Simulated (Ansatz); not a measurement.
BaSnO3: isotropic strain +2.26 %

Take BaSnO$_{3}$ in the cubic perovskite structure (space group Pm-3m, No. 221; a = 4.131 Å) as the base.

Now apply this change: an isotropic linear strain of +2.26 %, atoms relaxed at fixed cell.

Level of theory: Kohn–Sham DFT with the r2SCAN functional, run in Ansatz (a first-principles code) with PAW and 500 eV plane waves, scalar-relativistic without spin-orbit coupling. Settings: 8×8×8 k-points, 0.05 eV Fermi–Dirac smearing.

```tsv
quantity	base	changed	shift
volume per atom	14.10 Å³	15.08 Å³	+0.98 Å³
space group	Pm-3m (No. 221)	Pm-3m (No. 221)	–
shortest interatomic distance	2.066 Å	2.112 Å	+0.0467 Å
energy relative to the base (free energy F)	0 meV/atom	+29 meV/atom	+29 meV/atom
pressure	0.00 GPa	-9.03 GPa	-9.021 GPa
band gap	1.56 eV	0.73 eV	-0.83 eV
gap character	indirect, R → Γ	indirect, R → Γ	–
smallest direct gap	2.04 eV	1.22 eV	-0.82 eV
mean gap deformation potential ΔEg/Δln V	–	-12.4 eV	–
width of the top valence band	1.00 eV	0.97 eV	-0.03 eV
electron mass	0.19 mₑ (at Γ)	0.14 mₑ (at Γ)	–
```

Masses are band curvatures over ±0.01 Å⁻¹ around the edge. Whether these cells are dynamically stable was not tested.
